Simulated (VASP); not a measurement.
# Rh in VASP: work function with LDA

Aim: the work function of Rh with LDA.

Program: VASP 6.6.1. These are calculated values, not measurements. Logs are shortened: lines on timing, memory, paths and dates and some standing lists are left out, and cuts for length are marked.

**1. Starting point**

The cell holds a slab with vacuum, 8 atoms: a = 3.860 Å, b = 3.860 Å, c = 28.448 Å, α = 90.00°, β = 90.00°, γ = 90.00°.

The cell was built by a generator and needn't be a form met in nature.

**2. Work function, LDA**

INCAR reads:

```
SYSTEM = Rh
PREC = Accurate
ENCUT = 520
EDIFF = 1E-6
ISMEAR = 1
SIGMA = 0.1
LREAL = .False.
LASPH = .True.
NELM = 100
ALGO = Normal
ISIF = 2
LWAVE = .False.
LCHARG = .True.
LDIPOL = .True.
IDIPOL = 3
DIPOL = 0.5 0.5 0.500
LVHAR = .True.
LVACPOTAV = .True.
KPAR = 2
```

KPOINTS reads:

```
regular mesh
0
Gamma
  9 9 1
  0 0 0
```

POSCAR reads:

```
Rh                                      
1.0
    3.8601100000      0.0000000000      0.0000000000
    0.0000000000      3.8601100000      0.0000000000
    0.0000000000      0.0000000000     28.4476830600
  Rh            
     8
Direct
     0.5000000000000000    0.5000000000000000    0.4059989752898119
     0.0000000000000000    0.0000000000000000    0.4059989752898119
     0.0000000000000000    0.5000000000000000    0.4671017374612855
     0.5000000000000000    0.0000000000000000    0.4671017374612855
     0.5000000000000000    0.5000000000000000    0.5328982625387145
     0.0000000000000000    0.0000000000000000    0.5328982625387145
     0.0000000000000000    0.5000000000000000    0.5940010247101881
     0.5000000000000000    0.0000000000000000    0.5940010247101881
```

Potentials or basis: VASP PAW LDA potentials, release 64 (Rh_pv).

Command:

```
> cat potpaw_LDA.64/Rh_pv/POTCAR > POTCAR
> mpirun -np 2 vasp_std > vasp.out
```

OUTCAR:

```text
SYSTEM = Rh
   PREC = Accurate
   ENCUT = 520
   EDIFF = 1E-6
   ISMEAR = 1
   LREAL = .False.
   LASPH = .True.
   NELM = 100
   ISIF = 2

 ion  position               nearest neighbor table
   1  0.500  0.500  0.406-   3 2.60   4 2.60   4 2.60   3 2.60   2 2.73   2 2.73   2 2.73   2 2.73

   2  0.000  0.000  0.406-   3 2.60   4 2.60   3 2.60   4 2.60   1 2.73   1 2.73   1 2.73   1 2.73

   3  0.000  0.500  0.467-   1 2.60   2 2.60   2 2.60   1 2.60   5 2.69   6 2.69   6 2.69   5 2.69
                             4 2.73   4 2.73   4 2.73   4 2.73
   4  0.500  0.000  0.467-   1 2.60   2 2.60   1 2.60   2 2.60   5 2.69   5 2.69   6 2.69   6 2.69
                             3 2.73   3 2.73   3 2.73   3 2.73
   5  0.500  0.500  0.533-   7 2.60   8 2.60   8 2.60   7 2.60   4 2.69   3 2.69   3 2.69   4 2.69
                             6 2.73   6 2.73   6 2.73   6 2.73
   6  0.000  0.000  0.533-   7 2.60   8 2.60   7 2.60   8 2.60   3 2.69   3 2.69   4 2.69   4 2.69
                             5 2.73   5 2.73   5 2.73   5 2.73
   7  0.000  0.500  0.594-   5 2.60   6 2.60   6 2.60   5 2.60   8 2.73   8 2.73   8 2.73   8 2.73
[... 9 lines left out ...]
 A1 = (   3.8601100000,   0.0000000000,   0.0000000000)
 A2 = (   0.0000000000,   3.8601100000,   0.0000000000)
 A3 = (   0.0000000000,   0.0000000000,  28.4476830600)

Analysis of symmetry for initial positions (statically):
=====================================================================
 Subroutine PRICEL returns following result:

  LATTYP: Found a simple tetragonal cell.
 ALAT       =     2.7295099571
 C/A-ratio  =    10.4222675524

  Lattice vectors:

 A1 = (   1.9300550000,  -1.9300550000,   0.0000000000)
 A2 = (   1.9300550000,   1.9300550000,   0.0000000000)
 A3 = (   0.0000000000,   0.0000000000,  28.4476830600)

   2 primitive cells build up your supercell.

 Routine SETGRP: Setting up the symmetry group for a
 simple tetragonal supercell.

 Subroutine GETGRP returns: Found 16 space group operations
 (whereof  8 operations were pure point group operations)
 out of a pool of 16 trial point group operations.

The static configuration has the point symmetry C_4v.
 The point group associated with its full space group is D_4h.

Analysis of symmetry for dynamics (positions and initial velocities):
=====================================================================
 Subroutine PRICEL returns following result:

  LATTYP: Found a simple tetragonal cell.
 ALAT       =     2.7295099571
 C/A-ratio  =    10.4222675524

  Lattice vectors:

 A1 = (   1.9300550000,  -1.9300550000,   0.0000000000)
 A2 = (   1.9300550000,   1.9300550000,   0.0000000000)
 A3 = (   0.0000000000,   0.0000000000,  28.4476830600)

[... 120 lines left out ...]
   EFERMI_NEDOS =   21; number of points for ismear=-14 and -15
   IALGO  =     38    algorithm
   IMIX   =      4    mixing-type and parameters
     AMIX     =   0.40;   BMIX     =  1.00
     AMIX_MAG =   1.60;   BMIX_MAG =  1.00
  volume/ion in A,a.u.               =      52.99       357.56
  Fermi-wavevector in a.u.,A,eV,Ry     =   1.074946  2.031353 15.721642  1.155508
  Thomas-Fermi vector in A             =   2.210788
   LORBIT       =      0    0 simple, 1 ext, 2 COOP (PROOUT), +10 PAW based schemes
   GGA     = CA    functional components
   LHFCALC =     F    Hartree Fock is set to
   AEXX    =    0.0000 exact exchange contribution
   IVDW    =     0    specifies the selected vdW correction
   LEPSILON=     F    determine dielectric tensor
   LRPA    =     F    only Hartree local field effects (RPA)
 non-spin polarized calculation
 Methfessel and Paxton  Order N= 1 SIGMA  =   0.10
  energy-cutoff  :      520.00
  volume of cell :      423.88
 maximum number of plane-waves:     11446
 NGX is ok and might be reduce to    30
   NGX = 15   NGY = 15   NGZ =105

 number of electron     120.0000072 magnetization

 dipolmoment           0.000000      0.000000      0.000000 electrons x Angstroem

 Free energy of the ion-electron system (eV)
  ---------------------------------------------------
  ext. energy  EPLUGINS =         0.00000000
  ---------------------------------------------------
  free energy    TOTEN  =       -63.52105232 eV

  energy without entropy =      -63.50889009  energy(sigma->0) =      -63.51699824

 E-fermi :  -1.0269     XC(G=0):  -4.4379

 val. band max:       -1.0276059954   @ k =   0.2222   0.2222   0.0000
 cond. band min:      -1.0152151582   @ k =   0.1111   0.1111   0.0000
 fundamental gap:      0.0123908372
 Fermi energy:        -1.0268741043

 k-point     1 :       0.0000    0.0000    0.0000
  band No.  band energies     occupation
      1     -47.9334      2.00000
      2     -47.9334      2.00000
      3     -47.8862      2.00000
      4     -47.7268      2.00000
      5     -47.7268      2.00000
      6     -47.6074      2.00000
[... 1114 lines left out ...]
     71       1.7330      0.00000
     72       2.6815      0.00000

------------------------ aborting loop because EDIFF is reached ----------------------------------------

 vacuum level on the upper side and lower side of the slab       (xc-potential included)        -0.137        -0.137

  FORCE on cell =-STRESS in cart. coord.  units (eV):
  Direction    XX          YY          ZZ          XY          YZ          ZX
  --------------------------------------------------------------------------------------
  -------------------------------------------------------------------------------------
  Total      -12.6487926    -12.6487926     -0.1188993      0.0000000      0.0000000      0.0000000
  in kB      -47.8094108    -47.8094108     -0.4494108      0.0000000      0.0000000      0.0000000
  external PRESSURE =     -32.0227441 kB  Pullay stress =       0.0000000 kB

 VOLUME and BASIS-vectors are now :
 -----------------------------------------------------------------------------
  energy-cutoff  :      520.00
  volume of cell :      423.88
      direct lattice vectors                 reciprocal lattice vectors
     3.860110000  0.000000000  0.000000000     0.259059975  0.000000000  0.000000000
     0.000000000  3.860110000  0.000000000     0.000000000  0.259059975  0.000000000
     0.000000000  0.000000000 28.447683060     0.000000000  0.000000000  0.035152248

 POSITION                                       TOTAL-FORCE (eV/Angst)
 -----------------------------------------------------------------------------------
      1.93006      1.93006     11.54973         0.000000     -0.000000     -0.000356
      0.00000      0.00000     11.54973         0.000000     -0.000000     -0.000356
      0.00000      1.93006     13.28796         0.000000      0.000000      0.016509
      1.93006      0.00000     13.28796         0.000000      0.000000      0.016509
      1.93006      1.93006     15.15972        -0.000000     -0.000000     -0.016509
      0.00000      0.00000     15.15972         0.000000     -0.000000     -0.016509
      0.00000      1.93006     16.89795        -0.000000      0.000000      0.000356
      1.93006      0.00000     16.89795         0.000000      0.000000      0.000356
 -----------------------------------------------------------------------------------
    total drift:                                0.000000      0.000000      0.000000

  FREE ENERGIE OF THE ION-ELECTRON SYSTEM (eV)
  ---------------------------------------------------
  free  energy   TOTEN  =       -63.5210523190 eV

  energy  without entropy=      -63.5088900906  energy(sigma->0) =      -63.51699824

 vacuum level on the upper side and lower side of the slab         4.482         4.482
```

OSZICAR:

```text
N       E                     dE             d eps       ncg     rms          rms(c)
DAV:   1     0.113814576547E+04    0.11381E+04   -0.75002E+04  2840   0.152E+03
DAV:   2    -0.326434811938E+02   -0.11708E+04   -0.11409E+04  2408   0.440E+02
DAV:   3    -0.669795286752E+02   -0.34336E+02   -0.32261E+02  2440   0.776E+01
[... 16 lines left out ...]
DAV:  20    -0.635210302184E+02   -0.38131E-04   -0.21420E-06  1472   0.335E-03    0.161E-03
DAV:  21    -0.635210415755E+02   -0.11357E-04   -0.37202E-07  1408   0.183E-03    0.383E-04
DAV:  22    -0.635210498941E+02   -0.83187E-05   -0.37401E-07  1400   0.865E-04    0.229E-04
DAV:  23    -0.635210514004E+02   -0.15063E-05   -0.46994E-08  1296   0.429E-04    0.160E-04
DAV:  24    -0.635210523190E+02   -0.91854E-06   -0.42981E-08  1248   0.346E-04
   1 F= -.63521052E+02 E0= -.63516998E+02  d E =-.121622E-01
```

Wall time 5.5 min (2 MPI ranks of Intel Xeon Platinum 8559C (Emerald Rapids), shared host); peak memory 0.53 GiB.

What came out:

```yaml
Free_energy: -63.5211 eV
Largest_force: 0.017 eV/Å
Band_gap_on_the_k_mesh: none (metal or under the smearing width)
Work_function_of_the_upper_face: 5.51 eV
Work_function_of_the_lower_face: 5.51 eV
```

Forces on the atoms (eV/Å):
```
Rh   0.000  0.000  0.000
Rh   0.000  0.000  0.000
Rh   0.000  0.000  0.017
Rh   0.000  0.000  0.017
Rh   0.000  0.000 -0.017
Rh   0.000  0.000 -0.017
Rh   0.000  0.000  0.000
Rh   0.000  0.000  0.000
```
